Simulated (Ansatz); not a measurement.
The polar optical mode of KI at -0.5 GPa, worked through

The calculation used DFT PBE, scalar-relativistic, plane waves, PAW (Ansatz). Cutoff 420 eV, 6×6×6 k-points (Γ-centred), fixed occupations. No spin polarisation. Phonons by linear response, acoustic sum rule imposed.

The cell is fixed (symmetry leaves no force on the atoms) and stands under -0.5 GPa:
```yaml
crystal:
  lattice:
    - [4.40050, 0.00000, 0.00000]
    - [0.00000, 4.40050, 0.00000]
    - [0.00000, 0.00000, 4.40050]
  atoms:
    - { symbol: K, position: [0.00000, 0.00000, 0.00000] }
    - { symbol: I, position: [0.50000, 0.50000, 0.50000] }
```

The cell is the ideal cubic caesium chloride prototype; this isn't the usual structure of the compound. Spin–orbit coupling is left out, which matters for heavy elements.

Linear response gives ν_TO = 53.0 cm⁻¹, Born charges ±1.268 e (positive on K) and ε∞ = 3.137. The primitive cell holds 85.213 Å³, and the masses are 39.098 and 126.904 amu.

Question: Find ν_LO and the static dielectric constant.

Answer: The long-wave field adds a restoring force: ω_LO² − ω_TO² = Z*²e²/(ε_vac ε∞ μV). In these units ν_LO² − ν_TO² = 4.92064×10⁷ Z*²/(μ V ε∞) cm⁻², with μ = m₁m₂/(m₁ + m₂) = 29.890 amu: 9908 cm⁻². So ν_LO = √(53.0² + 9908) = 112.8 cm⁻¹, and the run gives 112.8. Lyddane–Sachs–Teller then gives ε0 = ε∞ (ν_LO/ν_TO)² = 14.22, against 14.22 in the run (it forms both from the same three quantities, so the match checks the arithmetic only). Between ν_TO and ν_LO the dielectric function is negative and an undamped crystal reflects fully: a reststrahlen band from 88.7 to 188.8 μm.

Question: What do the Clausius–Mossotti polarisability and the Szigeti charge come to?

Answer: With the Lorentz local field, α = (3V/4π)(ε∞ − 1)/(ε∞ + 2) = 8.46 Å³ for the pair, and e_S = 3Z*/(ε∞ + 2) = 0.74 e. The Born charge includes the electrons' response to the dipole's own local field, and e_S takes that enhancement out. The Lorentz field assumes point-like polarisable ions, a fair picture at this small ε∞.

Question: How strongly does a slow electron couple to the LO mode?

Answer: For one isotropic parabolic band, Fröhlich's constant is α_F = (1/ε∞ − 1/ε0) √(m* Ry/ħω_LO), with Ry = 13.606 eV, ħω_LO = 14.0 meV and m* in free-electron masses: α_F = 0.2484 × 31.20 × √m* = 7.75 √m*. The band mass isn't part of this run; for m* = 0.1, 0.3 and 1 it gives 2.45, 4.24, 7.75. In weak coupling the polaron lies α_F ħω_LO below the band edge (59 meV at m* = 0.3) with a mass m*(1 + α_F/6); past α_F of about 5 or 6 that expansion fails. A semilocal functional's ε∞ tends to be too large, which taken alone lowers α_F.

Cost: 1 run of about 1.2 core-minutes, on Arm Neoverse N1 (shared hosts).